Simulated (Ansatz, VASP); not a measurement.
# SrO: VASP beside Ansatz

```
Sr O
1.0
     0.00000    2.56980    2.56980
     2.56980    0.00000    2.56980
     2.56980    2.56980    0.00000
Sr O
1 1
Direct
  0.01404 0.01404 0.01404
  0.50000 0.50000 0.50000
```

Change from the starting cell: all Sr atoms moved +0.125 Å, as atom 1 along Cartesian [1 1 1].

Alike in both runs: task single point; functional PBE; k mesh 8 × 8 × 8; occupations gaussian, width 0.05 eV; no spin polarisation.

|  | VASP | Ansatz |
| --- | --- | --- |
| version | VASP 6.6.1 | Ansatz 0.2.0 |
| potentials or method | VASP PAW PBE potentials, release 64 (Sr_sv, O) | scalar-relativistic, plane waves, PAW |
| plane-wave cutoff (eV) | 520 | 420 |
| valence electrons in the cell | 16 | 16 |

Ansatz gave:

* gap on the k mesh at the Fermi level (eV): 3.44
* least direct gap on the mesh (eV): 3.49
* pressure (GPa): 3.3
* largest component of the traceless stress (GPa): 0.08
* rms of the force components (eV/Å): 0.159

Task: Which values does VASP return?

Result: gap on the k mesh at the Fermi level (eV): 3.39; least direct gap on the mesh (eV): 3.45; pressure (GPa): 3.9; largest component of the traceless stress (GPa): 0.09; rms of the force components (eV/Å): 0.170.

Atom by atom the forces differ by 0.011 eV/Å (rms over components).

A k mesh can miss the band edges.
